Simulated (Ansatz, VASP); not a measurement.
**AlRu in VASP and in Ansatz**

```
Al Ru
1.0
     2.95489    0.00000    0.00000
     0.00000    2.95489    0.00000
     0.00000    0.00000    2.95489
Al Ru
1 1
Direct
  0.00000 0.00000 0.00000
  0.50000 0.50000 0.50000
```

Alike in both runs: functional LDA; k mesh 11 × 11 × 11; occupations fermi-dirac, width 0.1 eV; no spin polarisation.

Ansatz relaxed the structure, and its values are those at the end. VASP's run is a single point on that final structure, the one shown.

|  | VASP | Ansatz |
| --- | --- | --- |
| version | VASP 6.6.1 | Ansatz 0.2.0 |
| potentials or method | VASP PAW LDA potentials, release 64 (Al, Ru_pv) | PAW plane waves |
| plane-wave cutoff (eV) | 520 | 420 |
| valence electrons in the cell | 17 | 19 |

```tsv
	VASP	Ansatz	Ansatz less VASP
gap on the k mesh at the Fermi level (eV)	none	none	-
pressure (GPa)	0.6	0.0	-0.61
```

A gap of «none» marks a metal or a gap that the smearing closes. The two sets of potentials don't hold the same shells in valence. Ansatz warned: «pseudo_functional_mismatch».
